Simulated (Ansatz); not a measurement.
NaBr:
```
CELL_PARAMETERS angstrom
      0.00000     2.89252     2.89252
      2.89252     0.00000     2.89252
      2.89252     2.89252     0.00000
ATOMIC_POSITIONS crystal
  Na 0.00000 0.00000 0.00000
  Br 0.50000 0.50000 0.50000
```

x, y and z are the axes in which the lattice vectors are written.

**Question.** Give the high-frequency dielectric tensor and the Born effective charge tensors of the independent atoms from DFPT, LDA (plane waves, PAW; program Ansatz).

**Answer.** 
ε∞:
```
3.06  0.00  0.00
0.00  3.06  0.00
0.00  0.00  3.06
```
Z* of atom 1 (Na), rows: field, columns: displacement, in e:
```
1.10  0.00  0.00
0.00  1.10  0.00
0.00  0.00  1.10
```
Z* of atom 2 (Br), rows: field, columns: displacement, in e:
```
-1.10   0.00   0.00
 0.00  -1.10   0.00
 0.00   0.00  -1.10
```

Space group Fm-3m (rock salt). The LDA relaxation kept the symmetry of its start. Spin–orbit coupling is left out wherever it is not named.

Potentials: the later of the program's two PAW sets.
